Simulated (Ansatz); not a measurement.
Cell and atoms are relaxed with the symmetry kept. Start:

```yaml
crystal:
  lattice:
    - [5.08370, 0.00000, 0.00000]
    - [0.00000, 5.08370, 0.00000]
    - [0.00000, 0.00000, 7.10088]
  atoms:
    - { symbol: Si, position: [0.29386, 0.29386, 0.00000] }
    - { symbol: Si, position: [0.20614, 0.79386, 0.25000] }
    - { symbol: Si, position: [0.70614, 0.70614, 0.50000] }
    - { symbol: Si, position: [0.79386, 0.20614, 0.75000] }
    - { symbol: O, position: [0.24118, 0.09345, 0.17423] }
    - { symbol: O, position: [0.40655, 0.74118, 0.42423] }
    - { symbol: O, position: [0.75882, 0.90655, 0.67423] }
    - { symbol: O, position: [0.59345, 0.25882, 0.92423] }
    - { symbol: O, position: [0.74118, 0.40655, 0.57577] }
    - { symbol: O, position: [0.90655, 0.75882, 0.32577] }
    - { symbol: O, position: [0.25882, 0.59345, 0.07577] }
    - { symbol: O, position: [0.09345, 0.24118, 0.82577] }
```

Computed with Ansatz, DFT PBEsol, scalar-relativistic, plane waves, PAW.

Plane waves to 420 eV, a k mesh through Γ of 6×6×4 on the computed 12-atom cell and Gaussian smearing (0.02 eV); no spin polarisation.

Q: What does it relax to?

A: The volume drops by 0.46 Å³/atom to 14.83 Å³/atom, and the energy falls by 1.7 meV/atom. Final structure:
```cif
data_structure
_symmetry_space_group_name_H-M 'P 1'
_symmetry_Int_Tables_number 1
_cell_length_a 5.0343
_cell_length_b 5.0343
_cell_length_c 7.0217
_cell_angle_alpha 90.000
_cell_angle_beta 90.000
_cell_angle_gamma 90.000
_cell_volume 177.96
loop_
_atom_site_label
_atom_site_type_symbol
_atom_site_fract_x
_atom_site_fract_y
_atom_site_fract_z
_atom_site_occupancy
Si1 Si 0.29725 0.29725 0.00000 1
Si2 Si 0.20275 0.79725 0.25000 1
Si3 Si 0.70275 0.70275 0.50000 1
Si4 Si 0.79725 0.20275 0.75000 1
O1 O 0.23991 0.10024 0.17749 1
O2 O 0.39976 0.73991 0.42749 1
O3 O 0.76009 0.89976 0.67749 1
O4 O 0.60024 0.26009 0.92749 1
O5 O 0.73991 0.39976 0.57251 1
O6 O 0.89976 0.76009 0.32251 1
O7 O 0.26009 0.60024 0.07251 1
O8 O 0.10024 0.23991 0.82251 1
```

Course of the relaxation (steps run on the plane waves of an earlier cell, and the basis is chosen afresh near the end, so energy and pressure can step there; trial steps that raised the energy were taken back; energies are free energies):

```tsv
step	E − E_final (meV/atom)	largest force component (eV/Å)	P (GPa)	V (Å³/atom)
1	1.7	0.092	-2.14	15.29
2	0.3	0.046	-1.12	15.18
3	-0.6	0.010	0.04	15.05
4	-0.8	0.004	0.00	14.99
5	-1.0	0.004	-0.01	14.95
6	0.0	0.004	-0.14	14.95
7	-0.4	0.020	-0.03	14.83
8	-0.4	0.000	0.00	14.83
9	0.0	0.000	-0.03	14.83
```

Cost: 1 run of about 3.3 core-minutes, on Intel Xeon Processor @ 2.70GHz (shared hosts).